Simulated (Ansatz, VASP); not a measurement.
## Au in VASP and in Ansatz

```
CELL_PARAMETERS angstrom
2.82376 0.00000 0.00000
-1.41188 2.44545 0.00000
0.00000 0.00000 2.80248
ATOMIC_POSITIONS crystal
Au 0.00000 0.00000 0.00000
```

Alike in both runs: functional PBE; k mesh 18 × 18 × 16; occupations gaussian, width 0.1 eV; no spin polarisation.

Ansatz relaxed the structure, and its values are those at the end. VASP's run is a single point on that final structure, the one shown.

|  | VASP | Ansatz |
| --- | --- | --- |
| version | VASP 6.6.1 | Ansatz 0.2.0 |
| potentials or method | VASP PAW PBE potentials, release 64 (Au) | scalar-relativistic, plane waves, PAW |
| plane-wave cutoff (eV) | 520 | 420 |
| valence electrons in the cell | 11 | 19 |

Ansatz gave:

```
gap on the k mesh at the Fermi level (eV) : none
pressure (GPa)                            : 0.0
```

Question: Which values does VASP return?

Answer: gap on the k mesh at the Fermi level (eV): none; pressure (GPa): -0.2.

A gap of «none» marks a metal or a gap that the smearing closes. The functional is the same, so the differences come from potentials, cutoffs and numerics. The two sets of potentials don't hold the same shells in valence.

The runs have no spin-orbit coupling, so splittings on Au are missing.
